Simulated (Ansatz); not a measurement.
## C under changes of volume

One of the cells (9.153 Å³/atom); the others are scaled copies at fixed shape and fractional positions:

```
CELL_PARAMETERS angstrom
2.12732 -1.22828 0.00000
2.12732 1.22828 0.00000
-1.37907 0.00000 3.50283
ATOMIC_POSITIONS crystal
C 0.16664 0.16664 0.99991
C 0.83336 0.83336 0.00009
```

This is a stacking variant of graphite.

* Program: Ansatz 0.2.0
* Functional: r2SCAN
* Potentials or basis: Ansatz PAW
* Cutoff: 500 eV (not typed: the program's choice for these potentials)
* k mesh: 13 × 13 × 8
* Occupations: fermi-dirac, width 0.05 eV
* Spin: no spin polarisation

```tsv
volume (Å³/atom)	energy over the lowest point (meV/atom)	pressure (GPa)	gap on the mesh (eV)
8.604	30.45	18.8	1.01
8.787	12.97	11.9	1.00
8.970	?	?	?
9.153	0.00	-0.2	0.99
9.336	3.23	-5.4	0.98
9.519	12.21	-10.2	0.98
9.702	26.42	-14.6	0.97
```

What does the run at 8.970 Å³/atom give?

Energy over the lowest point 3.05 meV/atom; pressure 5.6 GPa; gap on the mesh 1.00 eV.

Worked out: A Birch-Murnaghan fit of order 3 (a polynomial in V^(-2/3)) to the other rows has its minimum at 9.15 Å³/atom with B0 = V·E''(V) = 276 GPa and B' = 3.6 at fixed shape and positions, which overstates the stiffness. It gives 3.04 meV/atom at 8.970 Å³/atom, against the run's 3.05, and -dE/dV = 5.6 GPa, against 5.6. A straight line through the other rows of the gap, of slope -0.313 eV per unit of ln V, gives 1.00 eV, against the run's 1.00.

Energies are extrapolated to zero smearing.

Caveats: odd divisions of the mesh miss points on the zone boundary, where band edges often lie, so the gap on the mesh can be too wide; the PAW data sets come from PBE, with cores solved anew for the run's functional, which leaves a small shift of forces and pressure.

A mesh can miss the band edges.
